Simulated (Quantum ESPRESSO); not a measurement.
## TiC in Quantum ESPRESSO: the effect of functional

Crystal: TiC.

```xyz
2
Lattice="0.0000 2.1657 2.1657 2.1657 0.0000 2.1657 2.1657 2.1657 0.0000" Properties=species:S:1:pos:R:3 pbc="T T T"
Ti    0.0000    0.0000    0.0000
C     2.1657    2.1657    2.1657
```

The cell is a database's computed one.

Alike in all runs:

| Quantity | Value |
| --- | --- |
| Program | Quantum ESPRESSO 7.5 |
| Task | phonons |
| Cutoff | 1143 eV |
| Density cutoff | 4572 eV |
| k mesh | 9 × 9 × 9 |
| Occupations | cold, width 0.2 eV |
| Spin | no spin polarisation |

Each run relaxes the cell or the atoms first.

| functional | potentials or basis | relaxed volume (Å³/atom) | highest phonon frequency (cm⁻¹) |
| --- | --- | --- | --- |
| LDA | PseudoDojo 0.4.1 SR LDA standard | 9.68 | 563 |
| PBE | PseudoDojo 0.4.1 SR PBE standard | ? | ? |
| PBEsol | PseudoDojo 0.4.1 SR PBEsol standard | 9.90 | 553 |
| WC | PseudoDojo 0.4.1 SR PBE standard | 9.94 | 550 |
| AM05 | PseudoDojo 0.4.1 SR PBE standard | 9.87 | 557 |
| RPBE | PseudoDojo 0.4.1 SR PBE standard | 10.32 | 514 |
| vdW-DF-cx | PseudoDojo 0.4.1 SR PBE standard | 9.97 | 552 |

Task: What does the run with functional PBE give?

Result: Relaxed volume 10.17 Å³/atom; highest phonon frequency 529 cm⁻¹.

Caveats: the mesh is thin for the phonons of a metal; the potentials were made for another functional, which shifts forces and pressure (some runs).
